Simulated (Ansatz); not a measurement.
# NbAs (I4_1md)

All numbers below come from DFT PBEsol, scalar-relativistic, plane waves, PAW in Ansatz 0.2.0.

Cutoff 420 eV; k points 18×18×18 on the computed 4-atom cell (Γ-centred); Gaussian smearing, width 0.10 eV; no spin polarisation.

The structure is relaxed at this level of theory with its symmetry kept. Whether it is the stable form of this composition wasn't checked.

```
Nb As
1.0
    -1.71965    1.71965    5.79654
     1.71965   -1.71965    5.79654
     1.71965    1.71965   -5.79654
Nb As
2 2
Direct
  0.99874 0.99874 0.00000
  0.74874 0.24874 0.50000
  0.41726 0.41726 0.00000
  0.16726 0.66726 0.50000
```

* Space group: I4_1md (No. 109)
* Volume per atom: 17.14 Å³
* Formation energy from the elements' standard states (uncorrected): -0.755 eV/atom
* Kohn–Sham band gap: none (metal)
* Density of states at the Fermi level: 0.02 states/eV per cell (so small that it hangs on the mesh: a semimetal, or crossings between mesh points)
* Löwdin character within 0.5 eV of the Fermi level: Nb 4d 86 %, As 4p 11 %
* Bader charges (e): Nb (2 in the cell) 0.98, As (2 in the cell) -0.98